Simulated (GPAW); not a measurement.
**CdTe in GPAW: the effect of functional**

The system is CdTe.

```
Te Cd
1.0
     0.00000    3.20500    3.20500
     3.20500    0.00000    3.20500
     3.20500    3.20500    0.00000
Te Cd
1 1
Direct
  0.75000 0.75000 0.75000
  0.00000 0.00000 0.00000
```

Alike in all runs:

- Program: GPAW 26.7.0
- Task: dielectric tensor
- Cutoff: 450 eV
- Basis: pw
- k mesh: 6 × 6 × 6
- Occupations: fermi-dirac, width 0.001 eV
- Spin: no spin polarisation

| functional | potentials or basis | gap on the mesh (eV) | dielectric constant (mean) |
| --- | --- | --- | --- |
| RPBE | the program's PAW data sets (release 1.2.1) made for this functional | 1.02 | 7.38 |
| LDA | the program's PAW data sets (release 1.2.1) made for this functional | 0.61 | 8.85 |
| AM05 | PAW data sets generated in the run's folder for this functional | ? | ? |

Question: What does the run with functional AM05 give?

Answer: gap on the mesh 0.84 eV; dielectric constant 7.91 mean.

Caveats: the long-wavelength limit can be off by several per cent where d states take part; spin-orbit coupling is left out, which moves the levels of the heavy elements; the gap is small at this level, which inflates the dielectric constant (some runs).

A k mesh can miss the band edges.

Runs at the PBE level aren't shown here.
